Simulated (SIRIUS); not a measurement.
**HfB2 in SIRIUS: convergence with wave cutoff**

Input of the first run (wave cutoff 275.5 eV); the others differ in this setting and in those tied to it:

Contents of sirius.json:

```json
{
  "control": {
    "processing_unit": "cpu",
    "verbosity": 2,
    "num_bands_to_print": 25,
    "print_forces": true,
    "print_stress": true
  },
  "parameters": {
    "electronic_structure_method": "pseudopotential",
    "xc_functionals": ["XC_GGA_X_PBE", "XC_GGA_C_PBE"],
    "gk_cutoff": 4.5,
    "pw_cutoff": 9.0,
    "ngridk": [8, 8, 7],
    "shiftk": [0, 0, 0],
    "smearing": "methfessel_paxton",
    "smearing_width": 0.0018374661,
    "num_bands": 25,
    "num_mag_dims": 0,
    "num_dft_iter": 100,
    "energy_tol": 1e-08,
    "density_tol": 1e-06
  },
  "iterative_solver": {
    "type": "davidson",
    "min_tolerance": 1e-10
  },
  "mixer": {
    "type": "anderson",
    "beta": 0.7,
    "max_history": 8
  },
  "settings": {
    "tol_ne": 1e-10
  },
  "unit_cell": {
    "lattice_vectors": [
      [5.933740031325, 0.0, 0.0],
      [-2.966870015662, 5.138769606612, 0.0],
      [0.0, 0.0, 6.576246913698]
    ],
    "atom_coordinate_units": "lattice",
    "atom_types": ["Hf", "B"],
    "atom_files": {
      "Hf": "Hf.json",
      "B": "B.json"
    },
    "atoms": {
      "Hf": [
        [0.0, 0.0, 0.0]
      ],
      "B": [
        [0.6666666667, 0.3333333333, 0.5],
        [0.3333333333, 0.6666666667, 0.5]
      ]
    }
  }
}
```

Potentials or basis: SG15 1.2 PBE (norm-conserving).

Run with:

```bash
$ upf_to_json Hf_ONCV_PBE-1.2.upf
$ upf_to_json B_ONCV_PBE-1.2.upf
$ OMP_NUM_THREADS=1 sirius.scf --input=sirius.json --output=out.json --task=0
```

Hardware: 1 thread of Arm Neoverse V1, with other jobs on the host.

Problem. The values tried are 275.5 eV, 396.7 eV, 540 eV, 705.3 eV, 892.7 eV, 1102.1 eV, 1457.5 eV, 1862.5 eV, loosest first. From which on does the pressure stay within 0.1 GPa of the tightest run that finished?

Solution. From 892.7 eV on.

| wave cutoff | pressure (GPa) | SCF cycles | CPU time (s) | peak memory (GiB) |
| --- | --- | --- | --- | --- |
| 275.5 eV | -2484.39 | 24 | 21 | 0.1 |
| 396.7 eV | -689.47 | 22 | 29 | 0.12 |
| 540 eV | -39.90 | 25 | 51 | 0.16 |
| 705.3 eV | -0.43 | 24 | 62 | 0.2 |
| 892.7 eV | 0.96 | 24 | 94 | 0.25 |
| 1102.1 eV | 1.00 | 26 | 120 | 0.32 |
| 1457.5 eV | 0.99 | 20 | 170 | 0.45 |
| 1862.5 eV | 0.99 | 21 | 220 | 0.61 |

The tightest run that finished is the yardstick and may itself not be fully converged.

Caveat, for the tightest run too: this version's Methfessel-Paxton entropy term is faulty, so the free energy in the log is wrong and no energy is listed. The run has no spin-orbit coupling, so splittings on Hf are missing.
